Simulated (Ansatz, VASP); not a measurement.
**Rh: VASP beside Ansatz**

INCAR

```
SYSTEM = Rh
PREC = Accurate ; ENCUT = 520
EDIFF = 1E-6 ; ISMEAR = -1
SIGMA = 0.08 ; LREAL = .FALSE.
LASPH = .TRUE. ; NELM = 60
ALGO = Normal ; ISIF = 2
LWAVE = .FALSE. ; LCHARG = .FALSE.
GGA = PS ; NBANDS = 14
```

Contents of KPOINTS:

```
regular mesh
0
G
  16 16 16
  0 0 0
```

File POSCAR:

```
Rh
1.0
    0.0000000000      1.9141434134      1.9141434134
    1.9141434134      0.0000000000      1.9141434134
    1.9141434134      1.9141434134      0.0000000000
Rh
1
Direct
    0.0000000000      0.0000000000      0.0000000000
```

Input for Ansatz:

```yaml
crystal:
  lattice:
    - [0.0, 1.9141434134, 1.9141434134]
    - [1.9141434134, 0.0, 1.9141434134]
    - [1.9141434134, 1.9141434134, 0.0]
  atoms:
    - { symbol: Rh, position: [0.0, 0.0, 0.0] }
kpoints:
  mp_grid: { grid: [16, 16, 16] }
  band_path:
    path:
      - [0.0, 0.0, 0.0]
      - [0.5, 0.0, 0.5]
      - [0.625, 0.25, 0.625]
      - [0.375, 0.375, 0.75]
      - [0.0, 0.0, 0.0]
      - [0.5, 0.5, 0.5]
      - [0.5, 0.25, 0.75]
      - [0.5, 0.0, 0.5]
    npoints: 5
scf:
  occupations: { method: fermi_dirac, width: 0.08 }
hamiltonian:
  xc: pbesol
  pseudopotentials: { kind: all_electron, lapw: { basis_error: 0.001 } }
output:
  forces: true
  stress: true
  eigenvalues: true
```

Change from the starting cell: volume scaled by 1.02.

Alike in both runs: task single point; functional PBEsol; k mesh 16 × 16 × 16; occupations fermi-dirac, width 0.08 eV; no spin polarisation.

|  | VASP | Ansatz |
| --- | --- | --- |
| version | VASP 6.6.1 | Ansatz 0.2.0 |
| potentials or method | VASP PAW PBE potentials, release 64 (Rh_pv) | all-electron LAPW, scalar-relativistic |
| plane-wave cutoff (eV) | 520 | see its input |

```csv
,VASP,Ansatz,Ansatz less VASP
pressure (GPa),-10.0,-9.9,+0.07
```

Ansatz ran all-electron here, so the differences hold the error of VASP's frozen core and of both bases.

Caveats: the PAW data sets were made with another functional, which shifts forces and pressure a little (VASP).
